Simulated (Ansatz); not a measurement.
## SrO in Ansatz, vacancy hop by nudged elastic band

Input:

```yaml
crystal:
  lattice:
    - [0.0, 5.166296, 5.166296]
    - [5.166296, 0.0, 5.166296]
    - [5.166296, 5.166296, 0.0]
  atoms:
    - { symbol: Sr, position: [0.25080231, 0.24743776, 0.25308093] }
    - { symbol: O, position: [-0.00369689, -0.00224163, 0.00446207] }
    - { symbol: Sr, position: [0.25281716, 0.24622462, 0.75285521] }
    - { symbol: O, position: [0.00282017, -0.00319545, 0.5038096] }
    - { symbol: O, position: [0.00265479, 0.49586063, -0.00017373] }
    - { symbol: Sr, position: [0.24986003, 0.74936652, 0.74461856] }
    - { symbol: O, position: [-0.00178877, 0.49750599, 0.5052264] }
    - { symbol: Sr, position: [0.74890036, 0.24746661, 0.24816859] }
    - { symbol: O, position: [0.49547361, -0.00265169, 0.00569176] }
    - { symbol: Sr, position: [0.74722065, 0.25221862, 0.74967493] }
    - { symbol: O, position: [0.49501988, 0.00153773, 0.50316961] }
    - { symbol: Sr, position: [0.75154216, 0.75168681, 0.24834354] }
    - { symbol: O, position: [0.50267656, 0.50175831, -0.00367111] }
    - { symbol: Sr, position: [0.75263589, 0.7486592, 0.74962683] }
    - { symbol: O, position: [0.4956481, 0.50737234, 0.50458259] }
kpoints:
  mp_grid: { grid: [3, 3, 3] }
magnetization:
  spin_polarized: false
scf:
  occupations: { method: fermi_dirac, width: 0.05 }
hamiltonian:
  pseudopotentials: { kind: paw }
  xc: pbe
basis:
  ecutwfc: 420
neb:
  images: 3
  relax_end_points: true
  climbing: true
  f_tol: 0.05
  max_iterations: 40
  order_check: false
  final_atoms:
    - { symbol: Sr, position: [0.25080231, 0.24743776, 0.25308093] }
    - { symbol: O, position: [-0.00369689, -0.00224163, 0.00446207] }
    - { symbol: Sr, position: [0.25281716, 0.24622462, 0.75285521] }
    - { symbol: O, position: [0.00282017, -0.00319545, 0.5038096] }
    - { symbol: O, position: [0.00265479, 0.49586063, -0.00017373] }
    - { symbol: Sr, position: [0.24986003, 0.74936652, 0.74461856] }
    - { symbol: O, position: [-0.00178877, 0.49750599, 0.5052264] }
    - { symbol: Sr, position: [0.74890036, 0.24746661, 0.24816859] }
    - { symbol: O, position: [0.49547361, -0.00265169, 0.00569176] }
    - { symbol: Sr, position: [0.74722065, 0.25221862, 0.74967493] }
    - { symbol: O, position: [0.49501988, 0.00153773, 0.50316961] }
    - { symbol: Sr, position: [1.24722873, 0.74956875, 0.25112647] }
    - { symbol: O, position: [0.50267656, 0.50175831, -0.00367111] }
    - { symbol: Sr, position: [0.75263589, 0.7486592, 0.74962683] }
    - { symbol: O, position: [0.4956481, 0.50737234, 0.50458259] }
```

The command:

```bash
ansatz run input.yaml --threads 4 --pin off --max-ram 8192MiB --backend cpu --events-out ev --progress --plain --runs-dir out
```

Origin of the cell: a database entry, scaled a little.

The cell is 2×2×2 cells of SrO with one Sr taken out; atom 12 (Sr) hops into the empty site, 3.62 Å away before the end points are relaxed. All atoms were shaken by about 0.02 Å first.

Output (shortened):

```
SCF iter   1: F=—  HF=-29364.542390 eV  Δρ=7.36e-3  dr2=1.72e-1  defer=47
SCF iter   2: F=—  HF=-29364.574511 eV  Δρ=1.84e-2  dr2=1.31e0  defer=131
SCF iter   3: F=—  HF=-29364.520415 eV  Δρ=3.52e-3  dr2=5.75e-2  defer=131
[… 4 lines left out …]
SCF iter   8: F=—  HF=-29364.512809 eV  Δρ=1.74e-5  dr2=1.54e-6  defer=131
SCF iter   9: F=—  HF=-29364.512809 eV  Δρ=1.10e-5  dr2=6.03e-7  defer=131
SCF iter  10: F=-29364.512809 eV  HF=-29364.512809 eV  Δρ=4.22e-6  dr2=8.74e-8
NEB iter   1: max|band force component| = 3.468e0 eV/Å  barrier→ = 3.8230 eV  barrier← = 3.8230 eV  Δτ_max = 0.1944 Å  (59 SCF iters)
NEB iter   2: max|band force component| = 1.303e0 eV/Å  barrier→ = 1.8378 eV  barrier← = 1.8378 eV  Δτ_max = 0.0852 Å  (41 SCF iters)
NEB iter   3: max|band force component| = 5.341e-1 eV/Å  barrier→ = 1.4569 eV  barrier← = 1.4569 eV  Δτ_max = 0.0643 Å  (33 SCF iters)
NEB iter   4: max|band force component| = 1.450e-1 eV/Å  barrier→ = 1.3722 eV  barrier← = 1.3722 eV  CI = image 2  Δτ_max = 0.0225 Å  (27 SCF iters)
NEB iter   5: max|band force component| = 2.861e-2 eV/Å  barrier→ = 1.3570 eV  barrier← = 1.3570 eV  CI = image 2  Δτ_max = 0.0000 Å  (24 SCF iters)
--- NEB band (5 images, 5 band iterations, 184 SCF iterations, 44 more in tests of the images' electronic states and relaxations of end points) ---
  forward barrier  = 1.356959 eV
  backward barrier = 1.356961 eV
  lagrangian_above_aufbau_ev (what the smearing adds, to first order; not taken off the barriers): saddle image -0.093503 eV, end points -0.079094 and -0.078976 eV
  climbing image's point = of an order that was not read
  energies are F+E_penalty+E_count in eV, relative to image 0
  image     s (Å)  Δ vs image 0  max|band force component| (eV/Å)
      0    0.0000      0.000000                                 —
      1    1.0039      0.649271                          2.457e-2
  *   2    2.0079      1.356959                          2.861e-2
      3    3.0116      0.649776                          2.405e-2
      4    4.0152     -0.000001                                 —
```

The converged band:

```json
{"image": "0", "path over all atoms (Å)": "0.00", "ΔF (eV)": "0.000", "Sr x": "5.17", "y": "5.17", "z (Å)": "7.74"}
{"image": "1", "path over all atoms (Å)": "1.00", "ΔF (eV)": "0.649", "Sr x": "5.17", "y": "5.78", "z (Å)": "8.35"}
{"image": "2", "path over all atoms (Å)": "2.01", "ΔF (eV)": "1.357", "Sr x": "5.17", "y": "6.46", "z (Å)": "9.03"}
{"image": "3", "path over all atoms (Å)": "3.01", "ΔF (eV)": "0.650", "Sr x": "5.17", "y": "7.15", "z (Å)": "9.72"}
{"image": "4", "path over all atoms (Å)": "4.02", "ΔF (eV)": "0.000", "Sr x": "5.17", "y": "7.75", "z (Å)": "10.32"}
```

Relaxed start, forces in eV/Å:

```xyz
15
Lattice="0.000 5.166 5.166 5.166 0.000 5.166 5.166 5.166 0.000" Properties=species:S:1:pos:R:3:forces:R:3 pbc="T T T" image=0
Sr    2.587    2.587    2.578   -0.001    0.000    0.000
O     0.003   -0.160   -0.007   -0.002   -0.001    0.002
Sr    5.169    5.172    2.575    0.000   -0.001    0.003
O     2.750    2.587   -0.006    0.001    0.000    0.000
O     2.586    0.004    2.577   -0.001    0.000    0.001
Sr    7.750    5.169    5.160    0.004    0.003   -0.002
O     5.169    2.588    2.413    0.000    0.000   -0.001
Sr    2.587    5.170    5.160    0.000    0.000    0.000
O     0.003    2.588    2.741   -0.001   -0.001    0.001
Sr    5.169    7.753    5.160    0.001    0.001    0.000
O     2.587    5.170    2.577   -0.002    0.001   -0.002
Sr    5.169    5.171    7.744    0.000   -0.001   -0.002
O     2.422    2.587    5.161   -0.001   -0.002   -0.001
Sr    7.751    7.754    7.743    0.003    0.001    0.000
O     5.170    5.334    5.160   -0.003    0.002    0.000
```

Highest image (2), forces in eV/Å:

```xyz
15
Lattice="0.000 5.166 5.166 5.166 0.000 5.166 5.166 5.166 0.000" Properties=species:S:1:pos:R:3:forces:R:3 pbc="T T T" image=2
Sr    2.361    2.698    2.465    0.004   -0.006    0.006
O     0.003   -0.273    0.270    0.000   -0.029    0.028
Sr    5.169    5.217    2.623    0.000    0.005    0.004
O     2.529    2.458   -0.137   -0.001   -0.007   -0.007
O     2.644    0.133    2.705    0.001    0.007    0.008
Sr    7.527    5.059    5.270    0.004    0.006   -0.006
O     5.169    2.864    2.299    0.000    0.028   -0.028
Sr    2.812    5.059    5.270   -0.004    0.006   -0.006
O     0.003    2.469    2.694    0.000    0.011   -0.011
Sr    5.169    7.706    5.112    0.000   -0.004   -0.004
O     2.529    5.299    2.705   -0.001    0.007    0.007
Sr    5.169    6.462    9.034    0.000    0.000   -0.001
O     2.644    2.458    5.030    0.002   -0.008   -0.008
Sr    7.978    7.864    7.631   -0.004   -0.006    0.006
O     5.169    5.289    5.040    0.000   -0.011    0.012
```

Relaxed end, forces in eV/Å:

```xyz
15
Lattice="0.000 5.166 5.166 5.166 0.000 5.166 5.166 5.166 0.000" Properties=species:S:1:pos:R:3:forces:R:3 pbc="T T T" image=4
Sr    2.586    2.586    2.575    0.001    0.002    0.000
O     0.003    0.003    0.156   -0.002    0.000   -0.004
Sr    5.169    5.170    2.574    0.001   -0.001    0.001
O     2.586    2.587   -0.009   -0.001    0.000    0.000
O     2.422    0.004    2.575    0.005   -0.001    0.000
Sr    7.752    5.170    5.159    0.001    0.000   -0.002
O     5.170    2.752    2.574    0.000   -0.006    0.000
Sr    2.586    5.170    5.157    0.001    0.000    0.001
O     0.003    2.422    2.574   -0.001    0.004    0.001
Sr    5.169    7.752    5.159    0.001    0.002   -0.002
O     2.751    5.170    2.575   -0.005    0.000   -0.001
Sr    5.169    7.752   10.323    0.002    0.002    0.001
O     2.586    2.587    5.158   -0.001   -0.001    0.000
Sr    7.753    7.754    7.741    0.000    0.000    0.000
O     5.170    5.170    4.993   -0.002    0.000    0.005
```

Barrier of this path: 1.36 eV forwards, 1.36 eV backwards, after 5 band iterations.

Caveats: no spin, though holes on the anions or broken bonds may carry moments; the k mesh is coarse if the cell is a metal; a small cell with a neutral vacancy and no spin, whose shape can make like sites unlike; the cell is held at a rescaled volume, and strain moves barriers; the hop was drawn among near neighbours and need not be the easiest path; few images and a loose tolerance, and neither the top nor the ends were tested for their order.

It ran for 3.9 min on 4 threads of Arm Neoverse V1, on a shared host, peak memory 1.5 GiB, from the program's own first density.
